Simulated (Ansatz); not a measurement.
# Al2O3 (R-3c): the host for defect calculations, part 2 of 3

Before any defect goes in: Al2O3 (R-3c) at rest, and how it screens a charge.

Ansatz 0.2.0; plane-wave PAW DFT, PBEsol; relaxation of the host's cell and atoms (the session's first sound run).

So far. Step 3 (Dielectric tensors of the host): The principal values of the electronic dielectric tensor are 3.26, 3.30 and 3.30. The principal values of the static dielectric tensor are 9.72, 9.72 and 11.81. The relaxed cell has a = 4.774, c = 13.015 Å (conventional setting).

## (4) Primitive cell on a dense mesh

A dense mesh gives the host's converged energy, against which the supercell's sampling is tested.

This step: plane-wave PAW DFT, PBEsol; single point of the host's primitive cell on a dense mesh (Ansatz 0.2.0).

The input, dense/input.yaml:

```yaml
crystal:
  lattice:
    - [2.3869337137, 1.3780968221, 4.3382690299]
    - [-2.3869337137, 1.3780968221, 4.3382690299]
    - [0.0, -2.7561936443, 4.3382690299]
  atoms:
    - { symbol: Al, position: [0.6479208861, 0.6479208861, 0.6479208861] }
    - { symbol: Al, position: [0.8520791139, 0.8520791139, 0.8520791139] }
    - { symbol: Al, position: [0.1479208861, 0.1479208861, 0.1479208861] }
    - { symbol: Al, position: [0.3520791139, 0.3520791139, 0.3520791139] }
    - { symbol: O, position: [0.4441402346, 0.0558597654, 0.75] }
    - { symbol: O, position: [0.9441402346, 0.25, 0.5558597654] }
    - { symbol: O, position: [0.0558597654, 0.75, 0.4441402346] }
    - { symbol: O, position: [0.75, 0.4441402346, 0.0558597654] }
    - { symbol: O, position: [0.25, 0.5558597654, 0.9441402346] }
    - { symbol: O, position: [0.5558597654, 0.9441402346, 0.25] }
basis:
  ecutwfc: 420
  xc_grid: 2
hamiltonian:
  xc: pbesol
kpoints:
  mp_grid: { grid: [7, 7, 7] }
scf:
  occupations: { method: fermi_dirac, width: 0.01 }
  max_iter: 80
```

Command:

```console
$ ansatz run input.yaml --threads 8 --pin off --max-ram 22609MiB --backend cpu --events-out ev --progress --plain --runs-dir out
```

Numbers of over 12 decimals in the logs are rounded to 6 here.

Output:

```text
[...]
Crystal: 10 atoms, lattice volume = 85.622 Å³
Basis set: ecut = 420 eV, 1653 PW (Γ), exchange–correlation on 72×72×72 points (8 copies of the dense FFT grid, shifted against one another)
Bands: 34, of which v1, the nominal top of the filled ones, is band 24 counted from 1 (23 counted from 0)
Symmetry: 12 space group operations
[...]
k-points: 44 of 343
[...]
SCF iter   1: F=—  HF=-5478.899335 eV  |F-HF|=—  |Δ(HF+E_count)|=         —  Δρ=1.61e-2  dr2=1.69e-1  ethr=1.77e-3  ⟨swp⟩=7.5  Hψ=7992  notcnv=0  defer=1
[...]
SCF iter   6: F=-5478.848243 eV  HF=-5478.848243 eV  |F-HF|=3.71e-9  |Δ(HF+E_count)|=   5.96e-8  Δρ=3.21e-6  dr2=1.17e-8  ethr=2.08e-10  ⟨swp⟩=2.0  Hψ=2684  notcnv=0
SCF 1 converged in 6 iterations: F = -5478.848243 eV  dr2 = 1.17e-8
[...]
SCF converged after 6 iterations
Free energy (F): -5478.848243 eV
[...]
Internal energy: -5478.848243 eV  (E = F + TS)
E sigma→0 (E₀):  -5478.848243 eV
Fermi energy:    10.557597 eV
[...]
```

Run time: 1.2 s. Hardware: 8 threads of Arm Neoverse V2, shared host; peak memory 0.47 GiB; 6.2 s of CPU time.

## (5) Self-consistent run

This step: plane-wave PAW DFT, PBEsol; single point of the defect-free supercell, a test of its k-points (Ansatz 0.2.0).

System of this step: Al2O3 (R-3c). The cell holds 80 atoms: 32 Al and 48 O. Cell: a = 10.280 Å, b = 10.280 Å, c = 10.280 Å, α = 55.3°, β = 55.3°, γ = 55.3°.

The input, pristine.sampling/input.yaml:

```yaml
crystal:
  lattice:
    - [4.7738674274, 2.7561936443, 8.6765380597]
    - [-4.7738674274, 2.7561936443, 8.6765380597]
    - [0.0, -5.5123872885, 8.6765380597]
  atoms:
    - { symbol: Al, position: [0.323960443, 0.323960443, 0.323960443] }
    - { symbol: Al, position: [0.426039557, 0.426039557, 0.426039557] }
    - { symbol: Al, position: [0.073960443, 0.073960443, 0.073960443] }
    - { symbol: Al, position: [0.176039557, 0.176039557, 0.176039557] }
    - { symbol: O, position: [0.2220701173, 0.0279298827, 0.375] }
    - { symbol: O, position: [0.4720701173, 0.125, 0.2779298827] }
    - { symbol: O, position: [0.0279298827, 0.375, 0.2220701173] }
    - { symbol: O, position: [0.375, 0.2220701173, 0.0279298827] }
    - { symbol: O, position: [0.125, 0.2779298827, 0.4720701173] }
    - { symbol: O, position: [0.2779298827, 0.4720701173, 0.125] }
    - { symbol: Al, position: [0.323960443, 0.323960443, 0.823960443] }
    - { symbol: Al, position: [0.426039557, 0.426039557, 0.926039557] }
    - { symbol: Al, position: [0.073960443, 0.073960443, 0.573960443] }
    - { symbol: Al, position: [0.176039557, 0.176039557, 0.676039557] }
    - { symbol: O, position: [0.2220701173, 0.0279298827, 0.875] }
    - { symbol: O, position: [0.4720701173, 0.125, 0.7779298827] }
    - { symbol: O, position: [0.0279298827, 0.375, 0.7220701173] }
    - { symbol: O, position: [0.375, 0.2220701173, 0.5279298827] }
    - { symbol: O, position: [0.125, 0.2779298827, 0.9720701173] }
    - { symbol: O, position: [0.2779298827, 0.4720701173, 0.625] }
    - { symbol: Al, position: [0.323960443, 0.823960443, 0.323960443] }
    - { symbol: Al, position: [0.426039557, 0.926039557, 0.426039557] }
    - { symbol: Al, position: [0.073960443, 0.573960443, 0.073960443] }
    - { symbol: Al, position: [0.176039557, 0.676039557, 0.176039557] }
    - { symbol: O, position: [0.2220701173, 0.5279298827, 0.375] }
    - { symbol: O, position: [0.4720701173, 0.625, 0.2779298827] }
    - { symbol: O, position: [0.0279298827, 0.875, 0.2220701173] }
    - { symbol: O, position: [0.375, 0.7220701173, 0.0279298827] }
    - { symbol: O, position: [0.125, 0.7779298827, 0.4720701173] }
    - { symbol: O, position: [0.2779298827, 0.9720701173, 0.125] }
    - { symbol: Al, position: [0.323960443, 0.823960443, 0.823960443] }
    - { symbol: Al, position: [0.426039557, 0.926039557, 0.926039557] }
    - { symbol: Al, position: [0.073960443, 0.573960443, 0.573960443] }
    - { symbol: Al, position: [0.176039557, 0.676039557, 0.676039557] }
    - { symbol: O, position: [0.2220701173, 0.5279298827, 0.875] }
    - { symbol: O, position: [0.4720701173, 0.625, 0.7779298827] }
    - { symbol: O, position: [0.0279298827, 0.875, 0.7220701173] }
    - { symbol: O, position: [0.375, 0.7220701173, 0.5279298827] }
    - { symbol: O, position: [0.125, 0.7779298827, 0.9720701173] }
    - { symbol: O, position: [0.2779298827, 0.9720701173, 0.625] }
    - { symbol: Al, position: [0.823960443, 0.323960443, 0.323960443] }
    - { symbol: Al, position: [0.926039557, 0.426039557, 0.426039557] }
    - { symbol: Al, position: [0.573960443, 0.073960443, 0.073960443] }
    - { symbol: Al, position: [0.676039557, 0.176039557, 0.176039557] }
    - { symbol: O, position: [0.7220701173, 0.0279298827, 0.375] }
    - { symbol: O, position: [0.9720701173, 0.125, 0.2779298827] }
    - { symbol: O, position: [0.5279298827, 0.375, 0.2220701173] }
    - { symbol: O, position: [0.875, 0.2220701173, 0.0279298827] }
    - { symbol: O, position: [0.625, 0.2779298827, 0.4720701173] }
    - { symbol: O, position: [0.7779298827, 0.4720701173, 0.125] }
    - { symbol: Al, position: [0.823960443, 0.323960443, 0.823960443] }
    - { symbol: Al, position: [0.926039557, 0.426039557, 0.926039557] }
    - { symbol: Al, position: [0.573960443, 0.073960443, 0.573960443] }
    - { symbol: Al, position: [0.676039557, 0.176039557, 0.676039557] }
    - { symbol: O, position: [0.7220701173, 0.0279298827, 0.875] }
    - { symbol: O, position: [0.9720701173, 0.125, 0.7779298827] }
    - { symbol: O, position: [0.5279298827, 0.375, 0.7220701173] }
    - { symbol: O, position: [0.875, 0.2220701173, 0.5279298827] }
    - { symbol: O, position: [0.625, 0.2779298827, 0.9720701173] }
    - { symbol: O, position: [0.7779298827, 0.4720701173, 0.625] }
    - { symbol: Al, position: [0.823960443, 0.823960443, 0.323960443] }
    - { symbol: Al, position: [0.926039557, 0.926039557, 0.426039557] }
    - { symbol: Al, position: [0.573960443, 0.573960443, 0.073960443] }
    - { symbol: Al, position: [0.676039557, 0.676039557, 0.176039557] }
    - { symbol: O, position: [0.7220701173, 0.5279298827, 0.375] }
    - { symbol: O, position: [0.9720701173, 0.625, 0.2779298827] }
    - { symbol: O, position: [0.5279298827, 0.875, 0.2220701173] }
    - { symbol: O, position: [0.875, 0.7220701173, 0.0279298827] }
    - { symbol: O, position: [0.625, 0.7779298827, 0.4720701173] }
    - { symbol: O, position: [0.7779298827, 0.9720701173, 0.125] }
    - { symbol: Al, position: [0.823960443, 0.823960443, 0.823960443] }
    - { symbol: Al, position: [0.926039557, 0.926039557, 0.926039557] }
    - { symbol: Al, position: [0.573960443, 0.573960443, 0.573960443] }
    - { symbol: Al, position: [0.676039557, 0.676039557, 0.676039557] }
    - { symbol: O, position: [0.7220701173, 0.5279298827, 0.875] }
    - { symbol: O, position: [0.9720701173, 0.625, 0.7779298827] }
    - { symbol: O, position: [0.5279298827, 0.875, 0.7220701173] }
    - { symbol: O, position: [0.875, 0.7220701173, 0.5279298827] }
    - { symbol: O, position: [0.625, 0.7779298827, 0.9720701173] }
    - { symbol: O, position: [0.7779298827, 0.9720701173, 0.625] }
basis:
  ecutwfc: 420
  xc_grid: 2
hamiltonian:
  xc: pbesol
kpoints:
  mp_grid: { grid: [1, 1, 1], shift: [0.25, 0.25, 0.25] }
scf:
  occupations: { method: fermi_dirac, width: 0.01 }
  max_iter: 80
```

Output:

```text
[...]
Crystal: 80 atoms, lattice volume = 684.980 Å³
Basis set: ecut = 420 eV, 13367 PW (Γ), exchange–correlation on 144×144×144 points (8 copies of the dense FFT grid, shifted against one another)
Bands: 272, of which v1, the nominal top of the filled ones, is band 192 counted from 1 (191 counted from 0)
Symmetry: 96 space group operations
[...]
k-points: 1
[...]
SCF iter   1: F=—  HF=-43830.857762 eV  |F-HF|=—  |Δ(HF+E_count)|=         —  Δρ=1.57e-2  dr2=1.27e0  ethr=1.77e-3  ⟨swp⟩=7.0  Hψ=1299  notcnv=0  defer=13
[...]
SCF iter   6: F=-43830.467178 eV  HF=-43830.467178 eV  |F-HF|=1.68e-8  |Δ(HF+E_count)|=   5.20e-7  Δρ=5.30e-6  dr2=1.77e-7  ethr=1.78e-10  ⟨swp⟩=2.0  Hψ=418  notcnv=0
SCF 1 converged in 6 iterations: F = -43830.467178 eV  dr2 = 1.77e-7
[...]
SCF converged after 6 iterations
Free energy (F): -43830.467178 eV
[...]
Internal energy: -43830.467178 eV  (E = F + TS)
E sigma→0 (E₀):  -43830.467178 eV
Fermi energy:    10.686522 eV
[...]
```

Run time: 4.3 s. Hardware: 8 threads; peak memory 1.4 GiB.

This step gave:

| Property | Result |
| --- | --- |
| energy over dense mesh | 0.003985 eV/atom |

## (6) Defect free supercell relaxed from its symmetric sites

This cell, the one that will hold the defects, is built from the relaxed host. Its coarser k-points can move the atoms a little, so it is relaxed from the symmetric sites, as the reference for the test of stability.

This step: plane-wave PAW DFT, PBEsol; relaxation of the defect-free supercell from its symmetric sites (Ansatz 0.2.0).

pristine.symmetric/input.yaml, as its differences from pristine.sampling/input.yaml of step 5:

```diff
@@ -96 +96,12 @@
   max_iter: 80
+output:
+  forces: true
+relax:
+  f_tol: 0.01
+  max_steps: 60
+  escape_saddle: false
+checkpoint:
+  write: "../pristine.symmetric.run"
+  compress: false
+  write_wavefunctions: false
+  write_every: 100000
```

Output:

```text
[...]
Crystal: 80 atoms, lattice volume = 684.980 Å³
Basis set: ecut = 420 eV, 13367 PW (Γ), exchange–correlation on 144×144×144 points (8 copies of the dense FFT grid, shifted against one another)
Bands: 272, of which v1, the nominal top of the filled ones, is band 192 counted from 1 (191 counted from 0)
Symmetry: 96 space group operations
[...]
k-points: 1
[...]
SCF iter   1: F=—  HF=-43830.857762 eV  |F-HF|=—  |Δ(HF+E_count)|=         —  Δρ=1.57e-2  dr2=1.27e0  ethr=1.77e-3  ⟨swp⟩=7.0  Hψ=1299  notcnv=0  defer=13
[...]
SCF iter   6: F=-43830.467178 eV  HF=-43830.467178 eV  |F-HF|=1.86e-8  |Δ(HF+E_count)|=   5.18e-7  Δρ=5.24e-6  dr2=1.64e-7  ethr=4.99e-10  ⟨swp⟩=2.0  Hψ=692  notcnv=0
SCF 1 converged in 6 iterations: F = -43830.467178 eV  dr2 = 1.64e-7
[...]
relax step   1: F+E_penalty+E_count = -43830.46717765 eV  Δ(F+E_penalty+E_count) = +0.000e0 eV  max|allowed force component| = 9.058e-3 eV/Å  Δτ_max = 0.0000 Å  (6 SCF iters, dr2 threshold 2.50e-6 eV, accepted)
[...]
SCF iter   2: F=-43830.467178 eV  HF=-43830.467178 eV  |F-HF|=1.26e-8  |Δ(HF+E_count)|=   7.74e-5  Δρ=2.86e-6  dr2=6.83e-8  ethr=2.60e-11  ⟨swp⟩=2.0  Hψ=801  notcnv=0
SCF 2 converged in 2 iterations: F = -43830.467178 eV  dr2 = 6.83e-8
relax step   2: F+E_penalty+E_count = -43830.46717766 eV  Δ(F+E_penalty+E_count) = -1.135e-8 eV  max|allowed force component| = 9.061e-3 eV/Å  Δτ_max = 0.0000 Å  (2 SCF iters, accepted)
SCF converged after 2 iterations
Free energy (F): -43830.467178 eV
[...]
Internal energy: -43830.467178 eV  (E = F + TS)
E sigma→0 (E₀):  -43830.467178 eV
Fermi energy:    10.686504 eV
[...]
--- Forces (eV/Å), atoms counted from 1 ---
  atom   1  Al     0.00000000    -0.00000000    -0.00379128
  atom   2  Al     0.00000000     0.00000000     0.00379128
  atom   3  Al    -0.00000000    -0.00000000    -0.00379128
  atom   4  Al    -0.00000000     0.00000000     0.00379128
  atom   5  O     -0.00906056    -0.00000000    -0.00000000
  atom   6  O     -0.00453028    -0.00784668     0.00000000
  atom   7  O      0.00453028     0.00784668    -0.00000000
  atom   8  O      0.00453028    -0.00784668     0.00000000
  atom   9  O     -0.00453028     0.00784668    -0.00000000
  atom  10  O      0.00906056     0.00000000     0.00000000
  atom  11  Al     0.00000000    -0.00000000    -0.00379128
  atom  12  Al     0.00000000     0.00000000     0.00379128
  atom  13  Al    -0.00000000    -0.00000000    -0.00379128
  atom  14  Al    -0.00000000     0.00000000     0.00379128
  atom  15  O     -0.00906056    -0.00000000    -0.00000000
  atom  16  O     -0.00453028    -0.00784668     0.00000000
  atom  17  O      0.00453028     0.00784668    -0.00000000
  atom  18  O      0.00453028    -0.00784668     0.00000000
  atom  19  O     -0.00453028     0.00784668    -0.00000000
  atom  20  O      0.00906056     0.00000000     0.00000000
  atom  21  Al     0.00000000    -0.00000000    -0.00379128
  atom  22  Al     0.00000000     0.00000000     0.00379128
  atom  23  Al    -0.00000000    -0.00000000    -0.00379128
  atom  24  Al    -0.00000000     0.00000000     0.00379128
  atom  25  O     -0.00906056    -0.00000000    -0.00000000
  atom  26  O     -0.00453028    -0.00784668     0.00000000
  atom  27  O      0.00453028     0.00784668    -0.00000000
  atom  28  O      0.00453028    -0.00784668     0.00000000
  atom  29  O     -0.00453028     0.00784668    -0.00000000
  atom  30  O      0.00906056     0.00000000     0.00000000
  atom  31  Al     0.00000000    -0.00000000    -0.00379128
  atom  32  Al     0.00000000     0.00000000     0.00379128
  atom  33  Al    -0.00000000    -0.00000000    -0.00379128
  atom  34  Al    -0.00000000     0.00000000     0.00379128
  atom  35  O     -0.00906056    -0.00000000    -0.00000000
  atom  36  O     -0.00453028    -0.00784668     0.00000000
  atom  37  O      0.00453028     0.00784668    -0.00000000
  atom  38  O      0.00453028    -0.00784668     0.00000000
  atom  39  O     -0.00453028     0.00784668    -0.00000000
  atom  40  O      0.00906056     0.00000000     0.00000000
[...]
atom  69  O     -0.00453028     0.00784668    -0.00000000
  atom  70  O      0.00906056     0.00000000     0.00000000
  atom  71  Al     0.00000000    -0.00000000    -0.00379128
  atom  72  Al     0.00000000     0.00000000     0.00379128
  atom  73  Al    -0.00000000    -0.00000000    -0.00379128
  atom  74  Al    -0.00000000     0.00000000     0.00379128
  atom  75  O     -0.00906056    -0.00000000    -0.00000000
  atom  76  O     -0.00453028    -0.00784668     0.00000000
  atom  77  O      0.00453028     0.00784668    -0.00000000
  atom  78  O      0.00453028    -0.00784668     0.00000000
  atom  79  O     -0.00453028     0.00784668    -0.00000000
  atom  80  O      0.00906056     0.00000000     0.00000000
  max |Σ_I F_I| component: 6.94e-17 eV/Å
--- Relaxed structure (2 steps of the walk, 2 accepted, 0 SCFs on fresh bases) ---
  F+E_penalty+E_count = -43830.46717766 eV   max|allowed force component| = 9.061e-3 eV/Å
  atoms:
    - { symbol: Al, position: [0.323960443, 0.323960443, 0.323960] }
    - { symbol: Al, position: [0.426039557, 0.426039557, 0.426040] }
    - { symbol: Al, position: [0.073960443, 0.073960443, 0.073960] }
    - { symbol: Al, position: [0.176040, 0.176040, 0.176040] }
    - { symbol: O, position: [0.2220701173, 0.027930, 0.375000] }
    - { symbol: O, position: [0.472070, 0.125, 0.277930] }
    - { symbol: O, position: [0.027930, 0.375, 0.222070] }
    - { symbol: O, position: [0.375, 0.222070, 0.027930] }
    - { symbol: O, position: [0.125, 0.277930, 0.472070] }
    - { symbol: O, position: [0.277930, 0.472070, 0.125] }
    - { symbol: Al, position: [0.323960, 0.323960, 0.823960443] }
    - { symbol: Al, position: [0.426040, 0.426040, 0.926040] }
    - { symbol: Al, position: [0.073960, 0.073960, 0.573960443] }
    - { symbol: Al, position: [0.176039557, 0.176039557, 0.676039557] }
    - { symbol: O, position: [0.222070, 0.027930, 0.875] }
    - { symbol: O, position: [0.472070, 0.125, 0.7779298827] }
    - { symbol: O, position: [0.027930, 0.375000, 0.722070] }
    - { symbol: O, position: [0.375000, 0.222070, 0.527930] }
    - { symbol: O, position: [0.125000, 0.277930, 0.972070] }
    - { symbol: O, position: [0.277930, 0.472070, 0.625] }
    - { symbol: Al, position: [0.323960, 0.823960443, 0.323960] }
    - { symbol: Al, position: [0.426039557, 0.926039557, 0.426040] }
    - { symbol: Al, position: [0.073960, 0.573960443, 0.073960] }
    - { symbol: Al, position: [0.176039557, 0.676039557, 0.176040] }
    - { symbol: O, position: [0.222070, 0.5279298827, 0.375000] }
    - { symbol: O, position: [0.472070, 0.625, 0.277930] }
    - { symbol: O, position: [0.027930, 0.875000, 0.222070] }
    - { symbol: O, position: [0.375, 0.7220701173, 0.027930] }
    - { symbol: O, position: [0.125000, 0.777930, 0.472070] }
    - { symbol: O, position: [0.2779298827, 0.972070, 0.125] }
    - { symbol: Al, position: [0.323960, 0.823960443, 0.823960443] }
    - { symbol: Al, position: [0.426040, 0.926040, 0.926040] }
    - { symbol: Al, position: [0.073960, 0.573960443, 0.573960443] }
    - { symbol: Al, position: [0.176040, 0.676040, 0.676040] }
    - { symbol: O, position: [0.222070, 0.5279298827, 0.875] }
    - { symbol: O, position: [0.4720701173, 0.625, 0.7779298827] }
    - { symbol: O, position: [0.027930, 0.875000, 0.722070] }
    - { symbol: O, position: [0.375, 0.7220701173, 0.527930] }
    - { symbol: O, position: [0.125000, 0.777930, 0.972070] }
    - { symbol: O, position: [0.277930, 0.972070, 0.625] }
    - { symbol: Al, position: [0.823960443, 0.323960, 0.323960] }
    - { symbol: Al, position: [0.926039557, 0.426039557, 0.426040] }
    - { symbol: Al, position: [0.573960443, 0.073960, 0.073960] }
    - { symbol: Al, position: [0.676039557, 0.176039557, 0.176040] }
    - { symbol: O, position: [0.7220701173, 0.027930, 0.375000] }
    - { symbol: O, position: [0.972070, 0.125000, 0.2779298827] }
    - { symbol: O, position: [0.5279298827, 0.375, 0.222070] }
    - { symbol: O, position: [0.875000, 0.222070, 0.027930] }
    - { symbol: O, position: [0.625, 0.277930, 0.472070] }
    - { symbol: O, position: [0.777930, 0.472070, 0.125] }
    - { symbol: Al, position: [0.823960443, 0.323960, 0.823960443] }
    - { symbol: Al, position: [0.926040, 0.426040, 0.926040] }
    - { symbol: Al, position: [0.573960443, 0.073960, 0.573960443] }
    - { symbol: Al, position: [0.676040, 0.176040, 0.676040] }
    - { symbol: O, position: [0.7220701173, 0.027930, 0.875000] }
    - { symbol: O, position: [0.9720701173, 0.125000, 0.777930] }
    - { symbol: O, position: [0.5279298827, 0.375, 0.722070] }
    - { symbol: O, position: [0.875000, 0.222070, 0.5279298827] }
    - { symbol: O, position: [0.625, 0.277930, 0.972070] }
    - { symbol: O, position: [0.7779298827, 0.472070, 0.625000] }
    - { symbol: Al, position: [0.823960443, 0.823960443, 0.323960] }
    - { symbol: Al, position: [0.926039557, 0.926039557, 0.426040] }
    - { symbol: Al, position: [0.573960, 0.573960, 0.073960] }
    - { symbol: Al, position: [0.676039557, 0.676039557, 0.176040] }
    - { symbol: O, position: [0.7220701173, 0.5279298827, 0.375000] }
    - { symbol: O, position: [0.9720701173, 0.625, 0.2779298827] }
    - { symbol: O, position: [0.5279298827, 0.875000, 0.222070] }
    - { symbol: O, position: [0.875000, 0.722070, 0.027930] }
    - { symbol: O, position: [0.625000, 0.777930, 0.472070] }
    - { symbol: O, position: [0.777930, 0.972070, 0.125000] }
    - { symbol: Al, position: [0.823960443, 0.823960443, 0.823960] }
    - { symbol: Al, position: [0.926039557, 0.926039557, 0.926040] }
    - { symbol: Al, position: [0.573960443, 0.573960443, 0.573960443] }
    - { symbol: Al, position: [0.676039557, 0.676039557, 0.676040] }
    - { symbol: O, position: [0.722070, 0.527930, 0.875] }
    - { symbol: O, position: [0.9720701173, 0.625, 0.777930] }
    - { symbol: O, position: [0.5279298827, 0.875000, 0.722070] }
    - { symbol: O, position: [0.875000, 0.722070, 0.527930] }
    - { symbol: O, position: [0.625000, 0.777930, 0.972070] }
    - { symbol: O, position: [0.777930, 0.972070, 0.625000] }
```

Elapsed: 7.6 s, on 8 threads; peak memory 1.4 GiB.

No atom moved by 0.005 Å in the relaxation.

(Part 2 of 3 ends here.)

[Logs are printed without paths, hosts, clocks, repeated set-up lines and the standing remarks that a program may print on its own settings, such as how far it seeks lower states.]

[Hosts, paths, dates, database ids (printed as entryN), source tags and the programs' standing remarks are cut or masked in the printed files.]

[Runs of the host that timed out are not shown.]

[For some hosts the program warned that the k-mesh of the response run may be too coarse for force constants and the static dielectric constant; such warnings are not always shown.]
